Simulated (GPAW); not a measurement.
Wanted: an ASE script for a GPAW 26.7.0 run.

```yaml
Task: relaxation of cell and atoms
Functional: PBEsol
Potentials_or_basis: PAW data sets generated in the run's folder for this functional
Cutoff: 600 eV
Basis: pw
k_mesh: 11 × 11 × 11
Occupations: fermi-dirac, width 0.05 eV
Spin: no spin polarisation
Maxiter: 150
Optimizer: BFGS
Fmax: 0.02 eV/Å
Max_steps: 60
Convergence: density=1e-05 forces=0.0001
```

The system is Ta.

```
CELL_PARAMETERS angstrom
-1.65128 1.65128 1.65128
1.65128 -1.65128 1.65128
1.65128 1.65128 -1.65128
ATOMIC_POSITIONS crystal
Ta 0.00000 0.00000 0.00000
```

The input as run:

run.py

```python
from ase import Atoms
from ase.filters import FrechetCellFilter
from ase.io import write
from ase.optimize import BFGS
from gpaw import GPAW, PW, setup_paths

setup_paths.insert(0, '.')

atoms = Atoms(['Ta'],
              cell=[[-1.65128, 1.65128, 1.65128],
                    [1.65128, -1.65128, 1.65128],
                    [1.65128, 1.65128, -1.65128]],
              scaled_positions=[[0.0, 0.0, 0.0]],
              pbc=True)

calc = GPAW(mode=PW(600),
            xc='PBEsol',
            kpts={'size': (11, 11, 11), 'gamma': True},
            occupations={'name': 'fermi-dirac', 'width': 0.05},
            nbands=15,
            convergence={'density': 1e-05, 'forces': 0.0001},
            maxiter=150,
            txt='gpaw.txt')
atoms.calc = calc
opt = BFGS(FrechetCellFilter(atoms), trajectory='relax.traj', logfile='-')
done = opt.run(fmax=0.02, steps=60)
calc.write('gs.gpw')
write('result.traj', atoms)
print('Converged:', done)
print('Cell:', atoms.cell.cellpar().round(4))
print('Volume:', round(atoms.get_volume(), 4))
print(atoms.get_scaled_positions().round(5))
```

Potentials or basis: PAW data sets generated in the run's folder for this functional, pw.

Run with:

```bash
$ gpaw-setup -f PBEsol Ta
$ OMP_NUM_THREADS=1 python run.py
```

Results of the run:

| Property | Result |
| --- | --- |
| Relaxed volume | 17.66 Å³/atom |
| Relaxed cell | a = 2.842 Å, b = 2.842 Å, c = 2.842 Å, α = 109.47°, β = 109.47°, γ = 109.47° |
| Space group after relaxing (to 0.05 Å) | Im-3m (No. 229) |
| Energy gained by relaxing | 5.0 meV/atom |
| Ionic steps | 2 |
| Pressure after relaxing | -0.1 GPa |
| Band gap on the k mesh | none (metal or under the smearing width) |

Caveat: later steps reuse the first step's grids.

It took 35 s on 1 thread of Intel(R) Xeon(R) Platinum 8488C (Sapphire Rapids), on a shared host, peak memory 0.15 GiB.
